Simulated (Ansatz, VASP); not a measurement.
**CuAu in VASP and in Ansatz**

File INCAR:

```
PREC = Accurate ; ENCUT = 520
EDIFF = 1E-7 ; ISMEAR = 0
SIGMA = 0.15 ; LREAL = F
LASPH = T ; NELM = 80
ALGO = Fast ; ISIF = 2
LWAVE = F ; LCHARG = F
GGA = PE ; NBANDS = 18
```

Contents of KPOINTS:

```
Automatic mesh
0
Gamma
  18 18 14
```

POSCAR

```
CuAu
1.0
    2.8000000000      0.0000000000      0.0000000000
    0.0000000000      2.8000000000      0.0000000000
    0.0000000000      0.0000000000      3.5599000000
Cu Au
1 1
Direct
    0.5000000000      0.5000000000      0.5000000000
    0.0000000000      0.0000000000      0.0000000000
```

Input for Ansatz:

```yaml
crystal:
  lattice:
    - [2.8, 0.0, 0.0]
    - [0.0, 2.8, 0.0]
    - [0.0, 0.0, 3.5599]
  atoms:
    - { symbol: Cu, position: [0.5, 0.5, 0.5] }
    - { symbol: Au, position: [0.0, 0.0, 0.0] }
basis:
  ecutwfc: 420
kpoints:
  mp_grid: { grid: [18, 18, 14] }
hamiltonian:
  xc: pbe
scf:
  occupations: { method: gaussian, width: 0.15 }
output:
  forces: true
  stress: true
  eigenvalues: true
```

Change from the starting cell: strain +0.000 along x and y, -0.030 along z, atoms carried along.

Alike in both runs: task single point; functional PBE; k mesh 18 × 18 × 14; occupations gaussian, width 0.15 eV; no spin polarisation.

```csv
,VASP,Ansatz
version,VASP 6.6.1,Ansatz 0.2.0
potentials or method,"VASP PAW PBE potentials, release 64 (Cu, Au)","scalar-relativistic, plane waves, PAW"
plane-wave cutoff (eV),520,420
valence electrons in the cell,22,38
```

Ansatz gave:

- gap on the k mesh at the Fermi level (eV): none
- pressure (GPa): 12.4
- largest component of the traceless stress (GPa): 0.36

Question: What did VASP give for the same quantities?

Answer: gap on the k mesh at the Fermi level (eV): none; pressure (GPa): 12.4; largest component of the traceless stress (GPa): 0.31.

A gap of «none» marks a metal or a gap that the smearing closes. The two sets of potentials don't hold the same shells in valence.

Spin-orbit coupling is left out, which matters for the levels of Au.
